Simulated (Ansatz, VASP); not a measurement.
# Cross-check of Si10H2O (OH-terminated Si(111)) between VASP and Ansatz, part 3 of 3

Aim: how closely do two programs agree when they are given the same cell, functional and k mesh? The structure shown is the end of the VASP relaxation below.

VASP 6.6.1 and Ansatz 0.2.0.

So far: The structure; VASP: relaxation, PBE; Ansatz: single point, PBE; Differences; Further runs; Ansatz: band structure, PBE.

## 7. VASP: band structure, PBE

Level of this step: PBE; plane waves and PAW (Si, H, O) (VASP).

The same cell, functional, mesh and smearing now go to VASP, with its own data sets and cutoff.

INCAR reads:

```
SYSTEM = Si10H2O
PREC = Normal
ENCUT = 440
EDIFF = 1E-06
NELM = 120
ISMEAR = 0
SIGMA = 0.03
LREAL = Auto
ALGO = Fast
GGA = PE
NBANDS = 37
LORBIT = 11
LWAVE = .FALSE.
LCHARG = .TRUE.
KPAR = 4
IDIPOL = 3
LDIPOL = .TRUE.
DIPOL = 0.5 0.5 0.51
LVHAR = .TRUE.
LVACPOTAV = .TRUE.
NEDOS = 1500
```

POSCAR reads:

```
Si10H2O
1.0
    3.8676508603      0.0000000000      0.0000000000
    1.9338254302      3.3494838980      0.0000000000
    0.0000000000      0.0000000000     33.0811757406
Si H O
10 2 1
Direct
    0.3357920568      0.3333668006      0.2873626669
    0.6692615895      0.6666386608      0.3104077398
    0.6705605195      0.6664383444      0.3819709087
    0.0043281209      0.9996794448      0.4058822204
    0.0055891693      0.9989653176      0.4773225918
    0.3392087650      0.3320702767      0.5011151978
    0.3449122112      0.3281487166      0.5726423015
    0.6787489066      0.6612537106      0.5965198140
    0.6757332013      0.6569065019      0.6681567738
    0.0086152443      0.9891063745      0.6916183215
    0.3363938653      0.3331668525      0.2418721844
    0.1483927198      0.0664722824      0.7568266053
    0.9944786306      0.9677867167      0.7425357641
```

KPOINTS reads:

```
Automatic mesh
0
Gamma
9 9 1
0 0 0
```

KPOINTS_OPT reads:

```
Line mode
14
Line-mode
Reciprocal
  0.00000000   0.00000000   0.00000000 GAMMA
  0.00000000  -0.50000000   0.00000000 M

  0.00000000  -0.50000000   0.00000000 M
  0.33333333  -0.33333333   0.00000000 K

  0.33333333  -0.33333333   0.00000000 K
  0.00000000   0.00000000   0.00000000 GAMMA
```

The projector-augmented-wave data sets are Si, H and O (PBE family, release 64).

Command:

```bash
$ mpirun -np 4 vasp_std
```

Numbers of over 12 decimals in the logs are rounded to 6 here.

Log:

```text
[... set-up lines as in an earlier step ...]
 entering main loop
       N       E                     dE             d eps       ncg     rms          rms(c)
DAV:   1     0.206664290258E+03    0.20666E+03   -0.15557E+04  3034   0.876E+02
DAV:   2    -0.463067372302E+02   -0.25297E+03   -0.24013E+03  4262   0.178E+02
DAV:   3    -0.708131141635E+02   -0.24506E+02   -0.24184E+02  3643   0.569E+01
DAV:   4    -0.716038623762E+02   -0.79075E+00   -0.78820E+00  4060   0.117E+01
[...]
RMM:  22    -0.688120432900E+02   -0.18138E-05   -0.98858E-08  2131   0.116E-03    0.275E-04
RMM:  23    -0.688120480841E+02   -0.47941E-05   -0.16644E-07  2167   0.116E-03    0.123E-04
RMM:  24    -0.688120490261E+02   -0.94205E-06   -0.33623E-08  1706   0.880E-04
 -----------------------------------------------------------------------------
|                                                                             |
|           W    W    AA    RRRRR   N    N  II  N    N   GGGG   !!!           |
|           W    W   A  A   R    R  NN   N  II  NN   N  G    G  !!!           |
[...]
|                                                                             |
 -----------------------------------------------------------------------------

   1 F= -.68812049E+02 E0= -.68812049E+02  d E =-.430441E-13
 Start KPOINTS_OPT (optional k-point list driver)
k-point batch [1-41\42]
       N       E                     dE             ncg
DAV:   1     0.406464028257E+03   -0.37936E+05     3034
DAV:   2    -0.909568024791E+04   -0.95021E+04     4173
DAV:   3    -0.100734770745E+05   -0.97780E+03     3771
DAV:   4    -0.101061249701E+05   -0.32648E+02     4053
[...]
DAV:   8    -0.101074457091E+05   -0.66000E-04     3978
DAV:   9    -0.101074457119E+05   -0.28178E-05     2835
DAV:  10    -0.101074457123E+05   -0.37947E-06     2658
k-point batch [42-42\42]
       N       E                     dE             ncg
DAV:   1     0.380797799154E+05    0.23838E+02       74
DAV:   2     0.378561829663E+05   -0.22360E+03       87
DAV:   3     0.378220134450E+05   -0.34170E+02      108
DAV:   4     0.378207649169E+05   -0.12485E+01      108
DAV:   5     0.378207297812E+05   -0.35136E-01      124
DAV:   6     0.378207292088E+05   -0.57243E-03      116
DAV:   7     0.378207291820E+05   -0.26793E-04      116
DAV:   8     0.378207291806E+05   -0.13589E-05      124
DAV:   9     0.378207291806E+05   -0.44354E-07       84
```

Parts of OUTCAR (step 7):

```text
  Total       -0.2526308     -0.1794217     -0.3839790     -0.0879020      0.0968283     -0.1817039
  in kB       -0.9444756     -0.6707789     -1.4355290     -0.3286269      0.3619985     -0.6793110
  external PRESSURE =      -1.0169278 kB  Pullay stress =       0.0000000 kB

 POSITION                                       TOTAL-FORCE (eV/Angst)
 -----------------------------------------------------------------------------------
      1.94340      1.11661      9.50629         0.002089     -0.001487      0.008429
      3.87763      2.23290     10.26865         0.001243     -0.001940      0.006620
      3.88227      2.23222     12.63605        -0.005488     -0.003364     -0.005755
      1.94995      3.34841     13.42706        -0.003094     -0.002156     -0.017433
      1.95344      3.34602     15.79039         0.002357     -0.005493     -0.009973
      1.95411      1.11226     16.57748         0.001041     -0.006719      0.004515
      1.96858      1.09913     18.94368        -0.000405      0.000408      0.005665
      3.90391      2.21486     19.73358        -0.001039      0.002139     -0.000691
      3.88384      2.20030     22.10341         0.007904      0.003561     -0.006119
      1.94608      3.31300     22.87955         0.006373      0.001736     -0.000409
      1.94534      1.11594      8.00142         0.001122     -0.001861      0.008004
      0.70248      0.22265     25.03671        -0.025163      0.003509     -0.009828
      5.71783      3.24159     24.56396         0.013060      0.011668      0.016976
 -----------------------------------------------------------------------------------
    total drift:                               -0.024140      0.026203     -0.001098

  FREE ENERGIE OF THE ION-ELECTRON SYSTEM (eV)
  ---------------------------------------------------
  free  energy   TOTEN  =       -68.8120490261 eV

  energy  without entropy=      -68.8120490261  energy(sigma->0) =      -68.81204903

[... 2 parts as in an earlier step ...]

[... 1 further part left out ...]
[key lines of the parts left out:]
E-fermi :   0.7088
```

## 8. Side by side

The two programs side by side:

```tsv
quantity	Ansatz	VASP	difference
gap over the path points (eV)	0.778	0.781	-0.003
```

Levels at points of the path, from each program's valence-band top (eV; 4 filled, then empty):

```tsv
k (reciprocal lattice)	Ansatz	VASP
0.000 0.000 0.000	-0.32 -0.28 -0.08 0.00 1.38 1.52 1.75	-0.32 -0.28 -0.08 0.00 1.38 1.53 1.75
0.000 -0.038 0.000	-0.42 -0.34 -0.16 -0.08 1.49 1.66 1.88	-0.42 -0.34 -0.16 -0.08 1.49 1.66 1.88
0.000 -0.077 0.000	-0.73 -0.50 -0.40 -0.15 1.67 1.95 2.15	-0.73 -0.50 -0.40 -0.15 1.67 1.96 2.16
0.000 -0.154 0.000	-1.07 -0.89 -0.66 -0.38 1.72 1.98 2.13	-1.07 -0.89 -0.66 -0.38 1.72 1.99 2.13
0.000 -0.192 0.000	-1.24 -0.98 -0.82 -0.53 1.55 1.78 2.02	-1.24 -0.98 -0.81 -0.53 1.56 1.79 2.03
0.000 -0.269 0.000	-1.57 -1.22 -1.12 -0.82 1.16 1.43 1.80	-1.56 -1.22 -1.12 -0.82 1.17 1.44 1.80
0.000 -0.308 0.000	-1.71 -1.34 -1.25 -0.95 1.00 1.30 1.72	-1.70 -1.34 -1.25 -0.95 1.00 1.30 1.72
0.000 -0.346 0.000	-1.82 -1.45 -1.36 -1.06 0.88 1.19 1.66	-1.82 -1.44 -1.36 -1.06 0.89 1.20 1.66
0.000 -0.423 0.000	-1.99 -1.59 -1.52 -1.21 0.78 1.08 1.43	-1.98 -1.59 -1.51 -1.21 0.78 1.09 1.44
0.000 -0.462 0.000	-2.03 -1.64 -1.56 -1.25 0.78 1.07 1.27	-2.02 -1.63 -1.55 -1.25 0.78 1.07 1.27
```

At this near-relaxed geometry the largest component of a force difference is 94 meV/Å. Among the levels compared at these points, filled levels agree within 6 meV and empty ones within 4 meV.

## 9. Summary of results

```
r.m.s. force difference (single point, PBE)   : 28 meV/Å
r.m.s. force difference (band structure, PBE) : 28 meV/Å
```

What this shows: The r.m.s. force difference is 28 meV/Å (band structure, PBE), beyond the 12 meV/Å picked in this series as the mark of a large difference. Single point, PBE, Ansatz's larger PAW set (cutoff 1000 eV): the difference in gap on the k mesh goes from -0.0026 to 7.0e-4 eV. Single point, PBE, norm-conserving potentials (cutoff 1240 eV): r.m.s. force difference goes from 28 to 36 meV/Å; the difference in gap on the k mesh goes from -0.0026 to -0.0051 eV. What causes the difference of the band structure, PBE pair stays open here. 2 further runs of this series are not shown here. How closely two codes agree says nothing of how well the functional describes the real material.

[Lines on the potential files, build, host, timing and source positions are cut from VASP's logs without a mark.]

[Logs are printed without paths, hosts, clocks, repeated set-up lines and the standing remarks that a program may print on its own settings, such as how far it seeks lower states.]

[Hosts, paths, dates, database ids (printed as entryN), source tags and the programs' standing remarks are cut or masked in the printed files.]
